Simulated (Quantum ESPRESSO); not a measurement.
The system is PbS (Galena).

```
Pb S
1.0
     0.00000    2.96575    2.96575
     2.96575    0.00000    2.96575
     2.96575    2.96575    0.00000
Pb S
1 1
Direct
  0.00000 0.00000 0.00000
  0.50000 0.50000 0.50000
```

Base run:

* Program: Quantum ESPRESSO 7.5
* Functional: PBEsol
* Potentials or basis: PseudoDojo 0.4.1 SR PBEsol standard
* Cutoff: 762 eV
* Density cutoff: 3048 eV
* k mesh: 8 × 8 × 8, shifted
* Occupations: fermi-dirac, width 0.05 eV
* Spin: no spin polarisation

Its results: pressure -0.8 GPa; electronic dielectric tensor (diagonal) 17.50.

Question: The run is repeated on the same cell with these changes: functional from PBEsol to AM05; potentials or basis from PseudoDojo 0.4.1 SR PBEsol standard to PseudoDojo 0.4.1 SR PBE standard. What comes out?

Answer: Pressure -0.2 GPa; electronic dielectric tensor (diagonal) 17.14.

Caveats: the potentials were made for another functional, which shifts forces and pressure (some runs).
